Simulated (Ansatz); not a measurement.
## The equilibrium volume of BN, sorted by core time

**What was measured.** The equilibrium volume of BN (F-43m) is reported as 5.91 Å³/atom at 295 K (arxiv:cond-mat/0702656). The runs below try to reproduce it.

```xyz
2
Lattice="0.0000 1.8130 1.8130 1.8130 0.0000 1.8130 1.8130 1.8130 0.0000" Properties=species:S:1:pos:R:3 pbc="T T T"
N     0.9065    0.9065    0.9065
B     0.0000    0.0000    0.0000
```

```tsv
rung	level	program and potentials	cutoff (eV)	k mesh	core time	chip	equilibrium volume (Å³/atom)	miss	notes
GGA	revPBE	Ansatz, Ansatz PAW	420	13 × 13 × 13	6.3 s	Arm Neoverse V2	6.02	+1.9 %	potentials made for PBE, which Ansatz adapts in part
GGA	RPBE	Ansatz, Ansatz PAW	420	13 × 13 × 13	6.5 s	Arm Neoverse V2	6.05	+2.4 %	potentials made for PBE, which Ansatz adapts in part
GGA	BLYP	Ansatz, Ansatz PAW	420	13 × 13 × 13	7.2 s	Arm Neoverse V2	6.06	+2.5 %	potentials made for PBE, which Ansatz adapts in part
meta-GGA	r2SCAN	Ansatz, Ansatz PAW	500	13 × 13 × 13	7.5 s	Arm Neoverse V2	5.88	-0.5 %	potentials made for PBE, which Ansatz adapts in part
GGA	PBEsol	Ansatz, Ansatz PAW	420	13 × 13 × 13	9 s	Arm Neoverse V1	5.86	-0.8 %	potentials made for PBE, which Ansatz adapts in part
LDA	LDA	Ansatz, Ansatz PAW	420	13 × 13 × 13	9.3 s	Arm Neoverse V1	5.74	-2.9 %	potentials made for PBE, which Ansatz adapts in part
GGA + dispersion	PBE+D3(BJ)	Ansatz, all-electron LAPW, scalar-relativistic	-	13 × 13 × 13	18 s	Arm Neoverse V2	5.86	-0.8 %	-
```

Times are single runs on shared hosts and different chips, so they are rough; meshes, cutoffs and the tasks' sizes weigh on the time. Task: relaxation of cell and atoms. All rows: no spin polarisation. Meshes are those of the run's cell of 2 atoms unless a note names another. Relaxations start from the cell shown or near it and stop with a little pressure left. The cell shown, of 5.96 Å³ an atom, is the runs' start and not the measured value. Misses use the values as printed. Runs on faulty files, with rough fits or with known faults for this quantity aren't shown. No row holds spin-orbit coupling.

By rung: LDA 5.74; GGA 5.86 to 6.06; GGA + dispersion 5.86; meta-GGA 5.88 (Å³/atom). Measured: 5.91 Å³/atom at 295 K (arxiv:cond-mat/0702656). Closest is r2SCAN (-0.5 %). The runs are for a static lattice, while measurements hold temperature and zero-point motion.
